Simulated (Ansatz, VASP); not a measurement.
# HfC in VASP and in Ansatz

```xyz
2
Lattice="0.0000 2.3250 2.3250 2.3250 0.0000 2.3250 2.3250 2.3250 0.0000" Properties=species:S:1:pos:R:3 pbc="T T T"
Hf    2.3250    2.3250    2.3250
C     0.0000    0.0000   -0.2250
```

Alike in both runs: task single point; functional PBEsol; k mesh 18 × 18 × 18; occupations gaussian, width 0.15 eV; no spin polarisation.

```csv
,VASP,Ansatz
version,VASP 6.6.1,Ansatz 0.2.0
potentials or method,"VASP PAW PBE potentials, release 64 (Hf_pv, C)","scalar-relativistic, plane waves, PAW"
plane-wave cutoff (eV),520,420
valence electrons in the cell,14,30
```

|  | VASP | Ansatz | Ansatz less VASP |
| --- | --- | --- | --- |
| gap on the k mesh at the Fermi level (eV) | none | none | - |
| pressure (GPa) | -2.2 | -1.8 | +0.36 |
| largest component of the traceless stress (GPa) | 10.89 | 10.63 | -0.261 |
| rms of the force components (eV/Å) | 1.170 | 1.163 | -0.0069 |

Atom by atom the forces differ by 0.007 eV/Å (rms over components). A gap of «none» marks a metal or a gap that the smearing closes. The two sets of potentials don't hold the same shells in valence.

Caveats: the PAW data sets were made with another functional, which shifts forces and pressure a little (VASP). Spin-orbit coupling is left out, which matters for the levels of Hf.
